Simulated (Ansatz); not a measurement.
# TePt (R-3m) in Ansatz: single point with PBE0

Aim: the single point of TePt with PBE0.

Program: Ansatz 0.2.0. These are calculated values, not measurements. Logs are shortened: lines on timing, memory, paths and dates and some standing lists are left out, and cuts for length are marked.

### 1 The crystal as given

It takes space group R-3m (No. 166, trigonal). The conventional cell has a = 3.963 Å, b = 3.963 Å, c = 19.983 Å, α = 90.00°, β = 90.00°, γ = 120.00°. Pt (site symmetry 3m) has 3 Te at 2.59 Å and 3 Pt at 2.72 Å as nearest neighbours. Te (site symmetry 3m) is surrounded by 3 Pt at 2.59 Å.

### 2 Single point, PBE0

Input file input:

```
crystal:
  lattice:
    - [1.9815661262, 1.1440577364, 6.6610334788]
    - [-1.9815661262, 1.1440577364, 6.6610334788]
    - [0.0, -2.2881154728, 6.6610334788]
  atoms:
    - { symbol: Pt, position: [0.1296666667, 0.1296666667, 0.1296666667] }
    - { symbol: Pt, position: [0.8703333333, 0.8703333333, 0.8703333333] }
    - { symbol: Te, position: [0.402, 0.402, 0.402] }
    - { symbol: Te, position: [0.598, 0.598, 0.598] }
hamiltonian:
  xc: pbe0
  pseudopotentials: { kind: paw }
kpoints:
  mp_grid: { grid: [6, 6, 6] }
scf:
  occupations: { method: fermi_dirac, width: 0.05 }
output:
  forces: true
  stress: true
  eigenvalues: true
```

Potentials or basis: Ansatz PAW.

Standard output:

```text
Warning: output.stress: scf.convergence.dr2_threshold = 1e-7 eV (the SCF's general default) is looser than the 4e-10 eV advised for a printed stress (1e-10 eV for each atom of the cell: 4). What an SCF threshold leaves in a stress goes as its square root, and in the free energy as the threshold itself, and one threshold admits the most on a small cell: of the crystals measured, under no hybrid functional and no lock of the moments, on runs that ended without the residual-converged pass, on stresses that held no estimate of that error, the worst erred by over 100 MPa in a component at 1e-7 eV an atom and by under 5 at 1e-10. Set scf.convergence.dr2_threshold to 4e-10 eV or tighter. The threshold is an SCF's pass mark: one that does not reach it within its budget of iterations ends unconverged, or closes short of it on a stop that the run arms, and scf.convergence.dr2_threshold's page says what that costs each kind of run
Warning: output.stress: scf.exx.energy_threshold = 1e-6 eV is looser than the 4e-8 eV advised for a stress under a hybrid functional (1e-8 eV for each atom of the cell: 4). Every SCF of the exchange loop can meet its threshold on dr2 while the loop round them stops early: no threshold on dr2 bounds what that leaves in the stress. Set scf.exx.energy_threshold to 4e-8 eV or tighter. The threshold is the loop's pass mark: a loop that does not reach it within its budget of cycles ends unconverged, and scf.exx.energy_threshold's page has the law
basis.fft_grid_basis auto: the FFT boxes are laid along the combinations [[1, 0, -1], [0, 1, -1], [0, 0, 1]] of the cell's own vectors, 3.963, 3.963 and 7.043 Å long. The dense box has 27×27×48 points. Along the cell's own vectors, as sized, it would have 48×48×48, 3.16 times as many. Of the 12 symmetry operations that the crystal satisfies within crystal.symmetry.tolerance (time reversal apart; of a slab, those that keep its plane) the dense box along the cell's own vectors carries 12, and the one as laid loses 8 of those. basis.fft_grid_basis: typed keeps the cell's own vectors: state it where this run's energies or levels are differenced outside the engine with another run's, or held beside a run that keeps those vectors.
GPUs: using 1 of 1 available (devices: 1).
Engine: ansatz 0.2.0, x86_64-unknown-linux-gnu
Pseudopotentials: kind: paw
Pseudopotential: Pt, paw, valence charge 18, recommended cutoff 420 eV (normal), Pt.paw.azcp
Pseudopotential: Te, paw, valence charge 16, recommended cutoff 420 eV (normal), Te.paw.azcp
Functional definition: PBE0
  parameter a = 0.25
  parameter kappa = 0.804
  parameter beta = 0.06672455060314922
  exchange = (1 - a)*pbe_x(kappa = kappa, mu = beta*pi^2/3) + a*exact_x
  correlation = pbe_c(beta = beta)
device memory: the entry about to start is reckoned to put 1.5 GiB on a device that reports 61.8 GiB free (of which the cap on the GPU budget leaves the run 18.0 GiB)
GPU FFT provider: cuFFT
GPU libraries: cuBLAS 13.8.2, cuFFT 12.4.0, cuSOLVER 12.3.4
Crystal: 4 atoms, lattice volume = 90.604 Å³
Basis set: ecut = 420 eV, 1775 PW (Γ), FFT grids on a1−a3, a2−a3, a3, exchange–correlation on 54×54×96 points (8 copies of the dense FFT grid, shifted against one another)
Bands: 41, of which v1, the nominal top of the filled ones, is band 34 counted from 1 (33 counted from 0)
Symmetry: 12 space group operations
Space group: R-3m (ITA 166), of the structure as read, at distance tolerance 4.5e-5 Å
k-points: 32 of 216
Non-local potential: Pt, projectors of the file, l = 0: 3, l = 1: 2, l = 2: 2, l = 3: 1
Non-local potential: Te, projectors of the file, l = 0: 2, l = 1: 2, l = 2: 2, l = 3: 2
PAW form: soft (Blöchl's): semilocal exchange-correlation on the pseudo side does not see the compensation charge
PAW frozen core: Pt, regenerated for the run's functional, and the local potential with it (the file was generated under x = pbe(κ = 0.804, μ = 0.2195149727645171), c = pbe(β = 0.06672455060314922))
PAW frozen core: Te, regenerated for the run's functional, and the local potential with it (the file was generated under x = pbe(κ = 0.804, μ = 0.2195149727645171), c = pbe(β = 0.06672455060314922))
PAW one-centre angular grid: Pt, 590 points (default); XC on 64 Gauss nodes
PAW one-centre angular grid: Te, 590 points (default); XC on 64 Gauss nodes
Initial density: superposition of atomic densities (neutral atoms: chi_scale 0, normalization atom), corrected by the library's trained network
Initial wavefunctions: pseudopotential atomic-orbital guess
GPU buffer pool allocated for 34992 grid points (all kernels)
GPU transforms: local potential and band sums: pruned to the plane-wave sphere, on 27×27×48
Functional: x = pbe(κ = 0.804, μ = 0.2195149727645171), c = pbe(β = 0.06672455060314922), warm-up for x = 0.75 pbe(κ = 0.804, μ = 0.2195149727645171) + 0.25 exact, c = pbe(β = 0.06672455060314922)
SCF iter   1: F=—  HF=-39007.237844 eV  |F-HF|=—  |Δ(HF+E_count)|=         —  Δρ=4.59e-3  dr2=1.71e-2  ethr=1.77e-3  ⟨swp⟩=8.6  Hψ=5445  notcnv=0
preconditioner: auto → Kerker (q_TF=auto, 2.601 Å⁻¹)  [metal: Δε(μ)=0.059 eV  Ē_g=8.776 eV  σ=0.050 eV  W_gap=0.28  n_scr=28 (ndim 8)  ℏωp=22.1 eV  f_vac=0.021  D(μ)=2.90/eV (n_scr^D=22)]
SCF iter   2: F=—  HF=-39007.236453 eV  |F-HF|=—  |Δ(HF+E_count)|=   1.39e-3  Δρ=2.41e-3  dr2=5.51e-3  ethr=2.51e-5  ⟨swp⟩=4.9  Hψ=3223  notcnv=0  defer=32
SCF iter   3: F=—  HF=-39007.236313 eV  |F-HF|=—  |Δ(HF+E_count)|=   1.40e-4  Δρ=8.01e-4  dr2=7.96e-4  ethr=8.11e-6  ⟨swp⟩=3.5  Hψ=2635  notcnv=0  defer=4
iter 4 solved again at ethr=6.67e-8 eV; its pass at ethr=1.17e-6 eV (dr2=4.54e-5 eV) is discarded
SCF iter   4: F=—  HF=-39007.236381 eV  |F-HF|=—  |Δ(HF+E_count)|=   6.82e-5  Δρ=2.15e-4  dr2=4.52e-5  ethr=6.67e-8  ⟨swp⟩=3.0  Hψ=5595  notcnv=0
[... 73 lines left out ...]
preconditioner: auto → none  [insulator: Δε(μ)=0.237 eV  Ē_g=10.825 eV  σ=0.050 eV  W_gap=0.54  n_scr=28 (ndim 8)  ℏωp=22.1 eV  f_vac=0.017  D(μ)=1.00/eV (n_scr^D=2)]
SCF iter   3: F=—  HF=-39013.346251 eV  |F-HF|=—  |Δ(HF+E_count)|=   1.53e-4  Δρ=6.31e-5  dr2=1.79e-4  ethr=8.32e-9  ⟨swp⟩=3.3  Hψ=2702  notcnv=0  defer=1
SCF iter   4: F=—  HF=-39013.346549 eV  |F-HF|=—  |Δ(HF+E_count)|=   2.98e-4  Δρ=7.26e-5  dr2=3.91e-4  ethr=3.66e-9  ⟨swp⟩=3.4  Hψ=2739  notcnv=0
SCF iter   5: F=—  HF=-39013.347176 eV  |F-HF|=—  |Δ(HF+E_count)|=   6.27e-4  Δρ=9.21e-5  dr2=6.04e-4  ethr=3.66e-9  ⟨swp⟩=3.5  Hψ=2705  notcnv=0
SCF iter   6: F=—  HF=-39013.348159 eV  |F-HF|=—  |Δ(HF+E_count)|=   9.83e-4  Δρ=1.00e-4  dr2=2.86e-4  ethr=3.66e-9  ⟨swp⟩=3.5  Hψ=2886  notcnv=0
SCF iter   7: F=—  HF=-39013.348791 eV  |F-HF|=—  |Δ(HF+E_count)|=   6.32e-4  Δρ=7.54e-5  dr2=3.13e-5  ethr=3.66e-9  ⟨swp⟩=3.6  Hψ=2963  notcnv=0
Mixer restart at iter 7: flushing history
SCF iter   8: F=—  HF=-39013.348900 eV  |F-HF|=—  |Δ(HF+E_count)|=   1.08e-4  Δρ=4.55e-5  dr2=3.46e-6  ethr=3.66e-9  ⟨swp⟩=3.2  Hψ=2655  notcnv=0
SCF iter   9: F=—  HF=-39013.348907 eV  |F-HF|=—  |Δ(HF+E_count)|=   7.67e-6  Δρ=2.43e-5  dr2=1.35e-6  ethr=1.62e-9  ⟨swp⟩=3.4  Hψ=2572  notcnv=0  defer=1
SCF iter  10: F=—  HF=-39013.348910 eV  |F-HF|=—  |Δ(HF+E_count)|=   2.97e-6  Δρ=2.42e-5  dr2=2.50e-6  ethr=4.35e-10  ⟨swp⟩=4.3  Hψ=3793  notcnv=0
SCF iter  11: F=—  HF=-39013.348910 eV  |F-HF|=—  |Δ(HF+E_count)|=   4.76e-7  Δρ=5.38e-6  dr2=8.57e-8  ethr=4.35e-10  ⟨swp⟩=4.1  Hψ=3176  notcnv=0
SCF iter  12: F=—  HF=-39013.348910 eV  |F-HF|=—  |Δ(HF+E_count)|=   4.95e-8  Δρ=1.51e-6  dr2=4.73e-9  ethr=8.38e-11  ⟨swp⟩=4.0  Hψ=2772  notcnv=0  defer=4
SCF iter  13: F=—  HF=-39013.348910 eV  |F-HF|=—  |Δ(HF+E_count)|=   7.17e-9  Δρ=5.83e-7  dr2=7.07e-10  ethr=2.36e-12  ⟨swp⟩=3.8  Hψ=3373  notcnv=0  defer=4
SCF iter  14: F=-39013.348910 eV  HF=-39013.348910 eV  |F-HF|=1.46e-11  |Δ(HF+E_count)|=  3.93e-10  Δρ=1.73e-7  dr2=6.16e-11  ethr=1.78e-12 (applied; sched 1.00e-12)  ⟨swp⟩=3.0  Hψ=2779  notcnv=0
SCF 5 converged in 14 iterations: F = -39013.348910 eV  dr2 = 6.16e-11
  Residual-converged pass: ⟨swp⟩=3.1  Hψ=3374  notcnv=0  max |occ|·‖R‖ = 2.7e-7 eV (tolerance 2.7e-7 eV)  dr2=6.34e-11  dr2_onsite=2.98e-12  max |Δocc| = 1.9e-13
hybrid outer 4: dexx = +9.327e-3 eV, tail = 1.25e-3 eV, Δε = 2.64e-1 eV (about 3.15e-1 eV left of the loop's levels), ΔF = 8.02e-2 eV/Å (tail 9.58e-2)
GPU FFT provider: cuFFT
GPU libraries: cuBLAS 13.8.2, cuFFT 12.4.0, cuSOLVER 12.3.4
GPU buffer pool allocated for 34992 grid points (all kernels)
GPU transforms: local potential and band sums: pruned to the plane-wave sphere, on 27×27×48
Exchange kernel: α = 0.2500, full range, Wigner–Seitz truncation, v(0) = 24079.9567 eV·Å³, q-mesh 6×6×6, nearest image of the exchange supercell L = 23.78 Å, pair-density grid 24×24×45, without the augmentation charges, whose exchange is taken in its separable form by FFT convolution over the k-point mesh (the finest that the files' search goes to), smooth part of the exact exchange by density-matrix convolution in up to 7.93 GiB of GPU memory as planned if the GPU has room (build and FFT work areas not counted)
Frozen-core exchange: fock
SCF iter   1: F=—  HF=-39013.348914 eV  |F-HF|=—  |Δ(HF+E_count)|=         —  Δρ=1.84e-6  dr2=3.29e-9  ethr=6.73e-9  ⟨swp⟩=4.1  Hψ=2747  notcnv=0
preconditioner: auto → none  [insulator: Δε(μ)=0.323 eV  Ē_g=10.816 eV  σ=0.050 eV  W_gap=0.90  n_scr=28 (ndim 8)  ℏωp=22.1 eV  f_vac=0.017  D(μ)=0.43/eV (n_scr^D=0)]
SCF iter   2: F=—  HF=-39013.348914 eV  |F-HF|=—  |Δ(HF+E_count)|=   7.42e-9  Δρ=1.05e-6  dr2=1.39e-9  ethr=3.99e-12  ⟨swp⟩=4.4  Hψ=4065  notcnv=0  defer=1
SCF iter   3: F=-39013.348914 eV  HF=-39013.348914 eV  |F-HF|=4.80e-10  |Δ(HF+E_count)|=  1.82e-10  Δρ=7.17e-7  dr2=6.60e-10  ethr=1.94e-12  ⟨swp⟩=3.3  Hψ=2747  notcnv=0  defer=2
SCF 6 converged in 3 iterations: F = -39013.348914 eV  dr2 = 6.60e-10
  Residual-converged pass: ⟨swp⟩=3.0  Hψ=3352  notcnv=0  max |occ|·‖R‖ = 2.6e-7 eV (tolerance 2.7e-7 eV)  dr2=6.81e-10  dr2_onsite=1.71e-11  max |Δocc| = 1.3e-13
hybrid outer 5: dexx = +7.141e-9 eV, tail = 2.95e-9 eV, Δε = 3.93e-4 eV (about 1.77e-4 eV left of the loop's levels), ΔF = 8.94e-4 eV/Å (tail 6.67e-4)
hybrid SCF converged: 5 outer / 37 inner (+10 warm-up), last move |dexx| = 7.14e-9 eV, tail = 2.95e-9 eV
Stability not checked: this state was not tested for a lower state beside it, because the functional holds exact exchange (a hybrid, or Hartree-Fock), whose exchange loop this test does not read (fock_operator; see scf.lower_state_search)
Free energy (F): -39013.348914 eV
Frozen-core exchange: fock
Harris-Foulkes:  -39013.348914 eV  (|F-HF|=4.80e-10)
Internal energy: -39013.344390 eV  (E = F + TS)
E sigma→0 (E₀):  -39013.346652 eV
Entropy (-TS):   -0.004524 eV (-1.131 meV/atom)
Fermi energy:    14.217924 eV
--- Per-component energies (eV) ---
  E_band       = -1101.480502
  E_kinetic    = 1640.627759
  E_local      = -6980.942816  (includes V_loc(G=0)·N_el)
  E_nonlocal   = -220.884951
  E_hartree    = 3398.836837
  E_xc         = -596.500050
  E_vxc        = -629.445389  (∫ρ·V_xc dr)
  E_exx        = -246.448828  (= α·E_x^exact, valence–valence)
  E_paw        = -28170.699168  (= ΣΔE_a)
  E_vpaw       = -1215.609906  (= ΣTr[D̂ρ^β])
  E_aug_tail   = -0.000034  (compensation charges beyond the density's cutoff)
  E_ewald      = -7832.910720
  E_core_change = -4.422419  (= ΣΔE_core)
  E_smearing   = -0.004524  (= −TS)
  E_closure    = 0.000001  (closes the sum)
  Σ components = -39013.348914   (vs F -39013.348914, Δ=7.28e-12)
--- Forces (eV/Å), atoms counted from 1 ---
  atom   1  Pt     0.00000000     0.00000000     0.05662675
  atom   2  Pt     0.00000000    -0.00000000    -0.05662675
  atom   3  Te     0.00000000    -0.00000000     0.26902569
  atom   4  Te     0.00000000     0.00000000    -0.26902569
  max |Σ_I F_I| component: 5.78e-19 eV/Å
--- Stress (GPa, compression-positive) ---
        0.787169       0.000000       0.000000
        0.000000       0.787169       0.000000
        0.000000       0.000000       0.026475
  P = ⅓ Tr σ = 0.5336 GPa (5.336 kbar)
--- Band table (eV; the first three rows and the last of 32) ---
  k-point 0: bands = ["-88.8827", "-88.8562", "-41.9598", "-41.9598", "-41.7965", "-41.7965", "-41.7956", "-41.6649", "-26.1460", "-26.1460", "-26.1413", "-26.1413", "-26.1175", "-26.1175", "-26.1157", "-26.1157", "-26.1098", "-26.1077", "-0.8401", "0.9263", "6.2745", "7.6213", "7.6213", "8.1765", "8.1765", "8.5766", "10.3356", "10.3356", "11.1336", "11.1336", "11.5094", "15.4260", "15.5203", "15.5203", "16.3972", "18.0899", "18.0899", "19.9606", "21.4200", "21.7662", "21.7662"]
  k-point 1: bands = ["-88.8811", "-88.8579", "-41.9640", "-41.9594", "-41.8422", "-41.7926", "-41.7503", "-41.6654", "-26.1461", "-26.1453", "-26.1417", "-26.1402", "-26.1185", "-26.1177", "-26.1158", "-26.1147", "-26.1091", "-26.1069", "-0.5274", "1.0334", "6.5547", "7.6375", "7.6794", "8.0588", "8.5790", "8.6948", "9.6591", "9.9113", "11.0909", "11.1351", "11.5397", "13.0172", "15.2565", "15.3435", "16.4277", "17.2318", "17.9297", "20.4867", "21.1803", "21.6973", "22.5668"]
  k-point 2: bands = ["-88.8771", "-88.8619", "-41.9710", "-41.9562", "-41.8793", "-41.7855", "-41.7131", "-41.6685", "-26.1460", "-26.1436", "-26.1426", "-26.1381", "-26.1202", "-26.1178", "-26.1163", "-26.1132", "-26.1074", "-26.1053", "0.2271", "1.2898", "6.7164", "6.8720", "7.9600", "8.6650", "9.1089", "9.2470", "9.5751", "9.7150", "10.5767", "10.7727", "11.2847", "11.4779", "12.1300", "13.8491", "15.5739", "16.3764", "18.3859", "19.3081", "20.3553", "22.9779", "23.6933"]
  k-point 31: bands = ["-88.8827", "-88.8563", "-41.9600", "-41.9600", "-41.7966", "-41.7966", "-41.7950", "-41.6653", "-26.1462", "-26.1462", "-26.1413", "-26.1413", "-26.1182", "-26.1182", "-26.1149", "-26.1149", "-26.1107", "-26.1067", "-0.2014", "-0.0462", "7.4970", "7.6520", "7.6520", "8.1202", "8.1202", "8.5551", "10.3372", "10.3372", "11.1418", "11.1418", "11.6846", "11.9548", "16.1494", "16.1494", "17.0388", "17.0388", "18.8844", "19.9826", "19.9981", "22.2374", "22.2374"]
```

Run time: 57 s. Hardware: 1 × NVIDIA H100 80GB HBM3 with 2 threads of AMD EPYC 7R13 (Zen 3), shared host; peak memory 4.8 GiB.

What came out:

```yaml
Free_energy: -39013.3489 eV
Pressure: 0.5 GPa
Largest_force: 0.269 eV/Å
Band_gap_on_the_k_mesh: none (metal or under the smearing width)
```

Forces on the atoms (eV/Å):
```
Pt   0.000  0.000  0.057
Pt   0.000  0.000 -0.057
Te   0.000  0.000  0.269
Te   0.000  0.000 -0.269
```

Stress tensor (GPa, compression positive):
```
0.79 0.00 0.00
0.00 0.79 0.00
0.00 0.00 0.03
```

Caveat: the PAW data sets come from PBE, with cores solved anew for the run's functional, which leaves a small shift of forces and pressure; the thresholds are loose for stress.
